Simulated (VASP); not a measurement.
# KCl (strained zincblende), r²SCAN single-point calculation: Ansatz's output and VASP's

```yaml
crystal:
  lattice:
    - [0.00000, 3.50728, 3.50728]
    - [3.41960, 0.00000, 3.50728]
    - [3.41960, 3.50728, 0.00000]
  atoms:
    - { symbol: K, position: [0.00000, 0.00000, 0.00000] }
    - { symbol: Cl, position: [0.25000, 0.25000, 0.25000] }
```

Ansatz printed

```
SCF 1 converged in 6 iterations: F = -2630.186503 eV  dr2 = 3.01e-9
  greatest PAW one-centre occupation: 0.989 electrons in one spin orbital (limit 2), on the K atom at site 0 (counted from 0), in its partial waves of l = 0
NSCF: frozen V_eff on 7 k-points
SCF converged after 6 iterations
Free energy (F): -2630.186503 eV
Harris-Foulkes:  -2630.186503 eV  (|F-HF|=4.21e-10)
Internal energy: -2630.186503 eV  (E = F + TS)
E sigma→0 (E₀):  -2630.186503 eV
Fermi energy:    -1.528838 eV
--- Per-component energies (eV) ---
  E_band       = -171.913845
  E_kinetic    = 415.757062
  E_local      = -1038.968578  (includes V_loc(G=0)·N_el)
  E_nonlocal   = 40.838777
  E_hartree    = 367.338597
  E_xc         = -238.732165
  E_vxc        = -322.423444  (∫ρ·V_xc dr)
  E_paw        = -1454.469224  (= ΣΔE_a)
  E_vpaw       = -20.516872  (= ΣTr[D̂ρ^β])
  E_aug_tail   = 0.000034  (compensation charges beyond the density's cutoff)
  E_vtau       = 18.722949  (kinetic-family band-sum trace: ∫τ·v_τ [+ j·A + Jᵃ·Aᵃ] dr)
  E_ewald      = -721.618414
  E_core_change = -0.332592  (= ΣΔE_core)
  E_smearing   = -0.000000  (= −TS)
  E_closure    = 0.000000  (closes the sum)
  Σ components = -2630.186503   (vs F -2630.186503, Δ=0.00e0)
--- Forces (eV/Å), atoms counted from 1 ---
  atom   1  K      0.00000000     0.00000000     0.00000000
  atom   2  Cl     0.00000000     0.00000000    -0.00000000
  max |Σ_I F_I| component: 1.39e-17 eV/Å
--- Stress (GPa, compression-positive) ---
        0.320972       0.000000       0.000000
        0.000000       0.330897       0.000000
        0.000000       0.000000       0.330897
  P = ⅓ Tr σ = 0.3276 GPa (3.276 kbar)
--- Band table (eV; the first three rows and the last of 30) ---
  k-point 0: bands = ["-29.7403", "-13.8387", "-12.4688", "-12.4651", "-12.4651", "-1.5870", "-1.5870", "-1.5781", "3.8563", "8.5243", "8.7076", "9.6154"]
  k-point 1: bands = ["-29.7395", "-13.8849", "-12.4705", "-12.4684", "-12.4147", "-1.6760", "-1.5800", "-1.5704", "4.2937", "8.2529", "8.3847", "9.2629"]
  k-point 2: bands = ["-29.7377", "-13.9679", "-12.4759", "-12.4748", "-12.3220", "-1.8224", "-1.5669", "-1.5506", "5.3018", "7.8523", "8.0899", "8.2053"]
  k-point 29: bands = ["-29.7358", "-14.0531", "-12.5011", "-12.4993", "-12.1869", "-1.8518", "-1.6370", "-1.5337", "5.8047", "6.7654", "9.2614", "9.3048"]
```

Datasets and cutoffs are each program's own. VASP's cell holds 16 valence electrons and Ansatz's 16. Ansatz's stress includes a Pulay correction; VASP's doesn't.

**Question.** What does VASP give for the same cell and level of theory?

**Answer.** gap between bands v and c 5.39 eV; least direct gap 5.43 eV; pressure 0.3 GPa.

From OUTCAR

```
k-points           NKPTS =     30   k-points in BZ     NKDIM =     30   number of bands    NBANDS=     15

   NELECT =      16.0000    total number of electrons

   dimension x,y,z NGX =    40 NGY =   36 NGZ =   36
   dimension x,y,z NGXF=    80 NGYF=   72 NGZF=   72

  energy-cutoff  :      520.00
  volume of cell :       84.13
      direct lattice vectors                 reciprocal lattice vectors
     0.000000000  3.507282830  3.507282830    -0.146215899  0.142560502  0.142560502
     3.419600760  0.000000000  3.507282830     0.146215899 -0.142560502  0.142560502
     3.419600760  3.507282830  0.000000000     0.146215899  0.142560502 -0.142560502

 k-points in reciprocal lattice and weights: KPOINTS created by Atomic Simulation Env
   0.00000000  0.00000000  0.00000000       0.005
   0.16666667 -0.00000000 -0.00000000       0.037
   0.33333333 -0.00000000 -0.00000000       0.037
   0.50000000  0.00000000  0.00000000       0.019
   0.16666667  0.16666667  0.00000000       0.019
   0.33333333  0.16666667 -0.00000000       0.074
   0.50000000  0.16666667 -0.00000000       0.074
  -0.33333333  0.16666667  0.00000000       0.074
   ...

 E-fermi :  -3.4522

 k-point     1 :       0.0000    0.0000    0.0000
  band No.  band energies     occupation
      1     -31.8111      2.00000
      2     -15.8431      2.00000
      3     -14.5395      2.00000
      4     -14.5357      2.00000
      5     -14.5356      2.00000
      6      -3.5822      2.00000
      7      -3.5821      2.00000
      8      -3.5733      2.00000
      9       1.8605      0.00000
     10       6.5536      0.00000
     11       6.7387      0.00000
     12       7.6487      0.00000
     13       7.6488      0.00000
     14       7.7876      0.00000
     15       8.8672      0.00000

 k-point     2 :       0.1667   -0.0000   -0.0000
  band No.  band energies     occupation
      1     -31.8102      2.00000
      2     -15.8911      2.00000
      3     -14.5410      2.00000
      4     -14.5388      2.00000
      5     -14.4835      2.00000
      6      -3.6716      2.00000
      7      -3.5755      2.00000
      8      -3.5659      2.00000
      9       2.2976      0.00000
     10       6.2776      0.00000
     11       6.4105      0.00000
     12       7.2815      0.00000
     13       8.0180      0.00000
     14       8.1329      0.00000
     15       8.2296      0.00000

 k-point     3 :       0.3333   -0.0000   -0.0000
  band No.  band energies     occupation
      1     -31.8085      2.00000
      2     -15.9766      2.00000
      3     -14.5464      2.00000
      4     -14.5451      2.00000
      5     -14.3879      2.00000
      6      -3.8190      2.00000
      7      -3.5630      2.00000
      8      -3.5467      2.00000
      9       3.3058      0.00000
     10       5.8634      0.00000
     11       6.1121      0.00000
     12       6.2282      0.00000
     13       7.9118      0.00000
     14       8.0130      0.00000
     15       8.0506      0.00000

 k-point     4 :       0.5000    0.0000    0.0000
  band No.  band energies     occupation
      1     -31.8077      2.00000
      2     -16.0153      2.00000
      3     -14.5490      2.00000
      4     -14.5483      2.00000
      5     -14.3445      2.00000
      6      -3.8777      2.00000
      7      -3.5571      2.00000
      8      -3.5375      2.00000
      9       4.3188      0.00000
     10       4.6514      0.00000
     11       6.1265      0.00000
     12       6.2401      0.00000
     13       7.7353      0.00000
     14       7.8269      0.00000
     15       8.5724      0.00000

 k-point     5 :       0.1667    0.1667    0.0000
  band No.  band energies     occupation
      1     -31.8100      2.00000
      2     -15.9071      2.00000
      3     -14.5469      2.00000
      4     -14.5421      2.00000
      5     -14.4577      2.00000
      6      -3.6994      2.00000
      7      -3.5731      2.00000
      8      -3.5593      2.00000
      9       2.4278      0.00000
     10       5.6132      0.00000
     11       6.9347      0.00000
     12       7.7761      0.00000
     13       7.9032      0.00000
     14       8.0487      0.00000
     15       8.4398      0.00000

 k-point     6 :       0.3333    0.1667   -0.0000
  band No.  band energies     occupation
      1     -31.8086      2.00000
      2     -15.9773      2.00000
      3     -14.5545      2.00000
      4     -14.5493      2.00000
      5     -14.3736      2.00000
      6      -3.8013      2.00000
      7      -3.5745      2.00000
      8      -3.5490      2.00000
      9       3.1951      0.00000
     10       5.1846      0.00000
     11       6.7559      0.00000
     12       6.8511      0.00000
     13       7.9609      0.00000
     14       8.0039      0.00000
     15       8.3620      0.00000

 ...

  Total        0.1614803      0.1674237      0.1674237      0.0000000      0.0000000      0.0000000
  in kB        3.0752688      3.1884565      3.1884565      0.0000000      0.0000000      0.0000000
  external PRESSURE =       3.1507272 kB  Pullay stress =       0.0000000 kB

 POSITION                                       TOTAL-FORCE (eV/Angst)
 -----------------------------------------------------------------------------------
      0.00000      0.00000      0.00000         0.000000     -0.000000     -0.000000
      1.70980      1.75364      1.75364         0.000000      0.000000      0.000000
 -----------------------------------------------------------------------------------
    total drift:                               -0.000003     -0.000002     -0.000002

  FREE ENERGIE OF THE ION-ELECTRON SYSTEM (eV)
  ---------------------------------------------------
  free  energy   TOTEN  =       -16.2193002704 eV

  energy  without entropy=      -16.2193002704  energy(sigma->0) =      -16.21930027
```
